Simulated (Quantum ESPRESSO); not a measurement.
**MgB2 in Quantum ESPRESSO: convergence with SCF threshold**

The system is MgB2.

```
CELL_PARAMETERS angstrom
3.08500 0.00000 0.00000
-1.54250 2.67169 0.00000
0.00000 0.00000 3.52300
ATOMIC_POSITIONS crystal
Mg 0.01959 0.99359 0.99020
B 0.66441 0.32161 0.49171
B 0.33637 0.66639 0.50926
```

The cell isn't the ideal one: atoms moved at random, drawn with an rms of 0.05 Å.

```yaml
Program: Quantum ESPRESSO 7.5
Task: single point
Functional: PBE
Potentials_or_basis: SSSP 1.3 efficiency PBE
Cutoff: 748 eV
Density_cutoff: 5987 eV
k_mesh: 10 × 10 × 8
Occupations: fermi-dirac, width 0.1 eV
Spin: no spin polarisation
```

These are the settings of the first run; the series varies SCF threshold, with any setting tied to it.

Hardware: 1 thread of Arm Neoverse V1, on a shared host.

Task: The values tried are 0.001 Ry, 0.0001 Ry, 1e-05 Ry, 1e-06 Ry, 1e-07 Ry, 1e-08 Ry, 1e-10 Ry, 1e-12 Ry, loosest first. From which on does the largest force stay within 0.005 eV/Å of the tightest run that finished?

Result: From 0.0001 Ry on.

```tsv
SCF threshold	energy less the tightest run, at zero smearing (meV/atom)	pressure (GPa)	largest force (eV/Å)	SCF cycles	CPU time (s)	peak memory (GiB)
0.001 Ry	0.97	-1.20	0.733	3	27	0.13
0.0001 Ry	0.09	-0.97	0.744	4	34	0.13
1e-05 Ry	0.01	-1.20	0.741	5	40	0.13
1e-06 Ry	0.00	-1.12	0.742	6	46	0.13
1e-07 Ry	0.00	-1.13	0.742	7	52	0.13
1e-08 Ry	0.00	-1.13	0.742	7	52	0.13
1e-10 Ry	0.00	-1.13	0.742	9	65	0.13
1e-12 Ry	0.00	-1.13	0.742	10	71	0.13
```

Against the tightest run, the energy stays within 1 meV/atom from 0.001 Ry on; the pressure stays within 0.1 GPa from 1e-05 Ry on. The tightest run that finished is the yardstick and may itself not be fully converged.
